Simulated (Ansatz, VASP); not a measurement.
# Two plane-wave programs on Rh

```
Rh
1.0
     0.00000    1.91106    1.90155
     1.90155    0.00000    1.90155
     1.90155    1.91106    0.00000
Rh
1
Cartesian
  0.0000 0.0000 0.0000
```

Change from the starting cell: strain +0.0050 x Voigt [0, 1, 0, 0, 0, 0], atoms carried along.

Alike in both runs: task single point; functional PBE; k mesh 22 × 22 × 22; occupations gaussian, width 0.15 eV; no spin polarisation.

```csv
,VASP,Ansatz
version,VASP 6.6.1,Ansatz 0.2.0
potentials or method,"VASP PAW PBE potentials, release 64 (Rh_pv)","scalar-relativistic, plane waves, PAW"
plane-wave cutoff (eV),520,420
valence electrons in the cell,15,17
```

```csv
,VASP,Ansatz,Ansatz less VASP
gap on the k mesh at the Fermi level (eV),none,none,-
pressure (GPa),4.4,4.4,0.00
largest component of the traceless stress (GPa),0.81,0.81,+0.002
```

A gap of «none» marks a metal or a gap that the smearing closes. With one functional, cell and mesh, what is left measures potentials, basis and numerics. The two sets of potentials don't hold the same shells in valence.
